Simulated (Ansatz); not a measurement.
**Structures of FeCo3: which is lowest?**

Plane-wave DFT in Ansatz with scalar-relativistic PAW potentials, cutoff 500 eV, Γ-centred meshes chosen by cell and gap, Gaussian smearing with energies taken to zero width. Every cell was relaxed (cell and atoms) in a run of its own, within the symmetry of its start. Functional: r2SCAN.

Relaxed structures (starts from databases or built by putting these elements on another compound's sites):
A. Pm-3m, 4 atoms in the computed cell, a = 3.537 Å; sites (symmetry × multiplicity) Fe m-3m × 1, Co 4/mm.m × 3; start: database
B. P4/mmm, 4 atoms in the computed cell, a = 2.473 Å, c = 7.250 Å; sites (symmetry × multiplicity) Fe 4/mmm × 1, Co 4/mmm × 1 + 4mm × 2; start: database

Q: Rank them by energy. Could pressure change the order?

A:
| structure | group | E − E(lowest) (meV/atom) | V (Å³/atom) | gap on mesh (eV) |
| --- | --- | --- | --- | --- |
| A | Pm-3m | 0.0 | 11.06 | 0.00 |
| B | P4/mmm | 13.2 | 11.08 | 0.00 |

A is lowest, 13 meV/atom under B. The two lowest differ in volume by under 3 %, too little for a first-order estimate of what pressure does to that pair (other pairs aren't weighed here); with rigid cells even 3 % in favour of the higher one would need about 6 GPa. Other structures may lie lower than all of these, and vibrations aren't counted.

The state reached may not be the lowest one. Only parallel moments were tried here. Magnetic cells started from one order each; another order can shift an energy by tens of meV per atom.